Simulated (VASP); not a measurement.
Crystal: CuO (Tenorite).

```
Cu O
1.0
     2.34465   -1.71340    0.00000
     2.34465    1.71340    0.00000
    -0.86055    0.00000    5.05944
Cu O
2 2
Direct
  0.49680 0.00320 0.50000
  0.00320 0.49680 0.00000
  0.40560 0.57140 0.75370
  0.57140 0.40560 0.25370
```

```yaml
Program: VASP 6.6.1
Task: relaxation of cell and atoms
Functional: PBE
Potentials_or_basis: VASP PAW PBE potentials, release 64 (Cu_pv, O)
Cutoff: 600 eV
k_mesh: 10 × 10 × 5
Occupations: fermi-dirac, width 0.05 eV
Spin: no spin polarisation
```

At the start: pressure 5.0 GPa; volume 10.16 Å³/atom.

Task: Where does the relaxation end?

Result: Over 38 steps the energy falls by 49.1 meV/atom and the volume is 11.12 Å³/atom (+9.4 %); space group C2/c (No. 15, to 0.05 Å).

The path:
| step | energy change (eV) | largest force (eV/Å) | pressure (GPa) | volume (Å³) |
| --- | --- | --- | --- | --- |
| 1 | 0.0000 | 0.7771 | 4.98 | 40.65 |
| 2 | -0.0600 | 0.3101 | -3.05 | 42.54 |
| 3 | -0.0646 | 0.2965 | -1.58 | 42.11 |
| 4 | -0.0799 | 0.2127 | 0.62 | 41.76 |
| 5 | -0.0817 | 0.2160 | 1.85 | 41.59 |
| 6 | -0.0951 | 0.1796 | 1.56 | 41.90 |
| 7 | -0.1230 | 0.0748 | 0.63 | 42.78 |
| 8 | -0.1200 | 0.2573 | -0.59 | 44.47 |
| 9 | -0.1312 | 0.1181 | 0.06 | 43.56 |
| 10 | -0.1506 | 0.0404 | -0.79 | 43.99 |
| 11 | -0.1716 | 0.1332 | -2.23 | 44.77 |
| 12 | -0.1739 | 0.1809 | -2.73 | 45.02 |
| 13 | -0.1892 | 0.1326 | 0.01 | 44.33 |
| 14 | -0.1898 | 0.1256 | 0.71 | 44.16 |
| 15 | -0.1925 | 0.0853 | 0.20 | 44.29 |
| 16 | -0.1928 | 0.0910 | 0.01 | 44.34 |
| 17 | -0.1938 | 0.0397 | -0.11 | 44.39 |
| 18 | -0.1939 | 0.0236 | -0.12 | 44.41 |
| 19 | -0.1940 | 0.0229 | -0.15 | 44.42 |
| 20 | -0.1944 | 0.0212 | 0.11 | 44.36 |
| 21 | -0.1946 | 0.0247 | 0.49 | 44.29 |
| 22 | -0.1949 | 0.0206 | 0.44 | 44.32 |
| 23 | -0.1954 | 0.0164 | 0.20 | 44.41 |
| 24 | -0.1956 | 0.0429 | -0.28 | 44.60 |
| 25 | -0.1957 | 0.0306 | -0.12 | 44.53 |
| 26 | -0.1959 | 0.0205 | -0.08 | 44.52 |
| 27 | -0.1961 | 0.0162 | -0.11 | 44.52 |
| 28 | -0.1961 | 0.0406 | -0.10 | 44.50 |
| 29 | -0.1962 | 0.0271 | -0.11 | 44.51 |
| 30 | -0.1963 | 0.0101 | 0.04 | 44.46 |
| 31 | -0.1963 | 0.0057 | 0.15 | 44.43 |
| 32 | -0.1963 | 0.0071 | 0.11 | 44.44 |
| 33 | -0.1963 | 0.0065 | -0.06 | 44.48 |
| 34 | -0.1963 | 0.0053 | 0.00 | 44.47 |
| 35 | -0.1963 | 0.0056 | -0.07 | 44.47 |
| 36 | -0.1963 | 0.0053 | 0.01 | 44.47 |
| 37 | -0.1963 | 0.0054 | 0.00 | 44.47 |
| 38 | -0.1963 | 0.0014 | 0.00 | 44.48 |

Final structure:
```
Cu O
1.0
     2.13406   -2.01808    0.14260
     2.13406    2.01808    0.14260
    -0.47388    0.00000    5.13181
Cu O
2 2
Direct
  0.49431 0.99423 0.50185
  0.99423 0.49431 0.00185
  0.48716 0.50131 0.75185
  0.50131 0.48716 0.25185
```

Caveat: the run has no spin polarisation, though such a crystal can be magnetic.
